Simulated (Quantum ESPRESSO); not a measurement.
The system is Li.

```
CELL_PARAMETERS angstrom
1.55050 0.89518 7.58830
-1.55050 0.89518 7.58830
0.00000 -1.79036 7.58830
ATOMIC_POSITIONS crystal
Li 0.77800 0.77800 0.77800
Li 0.22200 0.22200 0.22200
Li 0.00000 0.00000 0.00000
```

This isn't the form of Li at room conditions, which is bcc.

- Program: Quantum ESPRESSO 7.5
- Task: single point
- Functional: PBE
- Potentials or basis: SSSP 1.3 efficiency PBE
- Cutoff: 748 eV
- Density cutoff: 5987 eV
- k mesh: 10 × 10 × 10
- Occupations: fermi-dirac, width 0.05 eV
- Spin: no spin polarisation

On this cell: pressure -0.5 GPa; largest force 0.008 eV/Å; band gap on the k mesh none (metal or under the smearing width).

The same run follows on a disturbed copy (atoms moved at random, drawn with an rms of 0.05 Å):

```
CELL_PARAMETERS angstrom
1.55050 0.89518 7.58830
-1.55050 0.89518 7.58830
0.00000 -1.79036 7.58830
ATOMIC_POSITIONS crystal
Li 0.77954 0.77326 0.77407
Li 0.21080 0.23411 0.22113
Li 0.00557 0.00434 0.98918
```

**Question.** What does the disturbed cell give?

**Answer.** The energy (extrapolated to zero smearing) moves by +0.4 meV/atom; pressure -0.5 GPa; largest force 0.049 eV/Å; band gap on the k mesh none (metal or under the smearing width).

Forces on the atoms (eV/Å):
```
Li  -0.004  0.003  0.048
Li   0.007  0.002 -0.025
Li  -0.003 -0.005 -0.024
```

Stress tensor (GPa, compression positive):
```
-0.38 -0.05  0.00
-0.05 -0.38  0.00
 0.00  0.00 -0.77
```
